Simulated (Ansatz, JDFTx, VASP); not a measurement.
KI: programs and potentials compared

```
I K
1.0
     0.00000    3.53277    3.53277
     3.53277    0.00000    3.53277
     3.53277    3.53277    0.00000
I K
1 1
Direct
  0.50000 0.50000 0.50000
  0.00000 0.00000 0.00000
```

Alike in all runs: task single point; functional PBEsol; k mesh 7 × 7 × 7; occupations gaussian, width 0.02 eV; no spin polarisation; no spin-orbit coupling. Pressure is positive in compression and, in plane waves, holds the error of the finite cutoff.

```tsv
program and potentials	plane-wave cutoff (eV)	notes	pressure (GPa)
Ansatz, all-electron LAPW, scalar-relativistic	-	-	-0.28
VASP, PBE PAW files I, K_sv, 520 eV	520	potentials made for PBE	?
JDFTx, PseudoDojo-SR-PBEsol-0.4.1-standard with smoothed tails	1007	-	-0.29
```

**Question.** Estimate from the other rows what the run with VASP, PBE PAW files I, K_sv, 520 eV gave.

**Answer.** Pressure -0.26 GPa. The other rows, which needn't bracket it: pressure -0.29 to -0.28.
